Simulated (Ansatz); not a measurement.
## Ge under changes of volume

One of the cells (22.639 Å³/atom); the others are scaled copies at fixed shape and fractional positions:

```
Ge
1.0
     0.00000    2.82891    2.82891
     2.82891    0.00000    2.82891
     2.82891    2.82891    0.00000
Ge
2
Direct
  0.75000 0.75000 0.75000
  0.50000 0.50000 0.50000
```

- Program: Ansatz 0.2.0
- Functional: PBE
- Potentials or basis: PseudoDojo standard (PBE files)
- Cutoff: 1061 eV
- Density cutoff: 4245 eV
- k mesh: 8 × 8 × 8
- Occupations: fermi-dirac, width 0.05 eV
- Spin: no spin polarisation

```tsv
volume (Å³/atom)	energy over the lowest point (meV/atom)	pressure (GPa)
21.281	67.90	9.2
21.733	?	?
22.186	27.37	5.3
22.639	14.62	3.8
23.092	6.01	2.4
23.545	1.26	1.1
23.997	0.00	-0.1
```

**Question.** What does the run at 21.733 Å³/atom give?

**Answer.** Energy over the lowest point 44.91 meV/atom; pressure 7.1 GPa.

Worked out: A Birch-Murnaghan fit of order 3 (a polynomial in V^(-2/3)) to the other rows has its minimum at 23.96 Å³/atom with B0 = V·E''(V) = 58 GPa and B' = 4.8. It gives 45.01 meV/atom at 21.733 Å³/atom, against the run's 44.91, and -dE/dV = 7.1 GPa, against 7.1.

Energies are extrapolated to zero smearing.
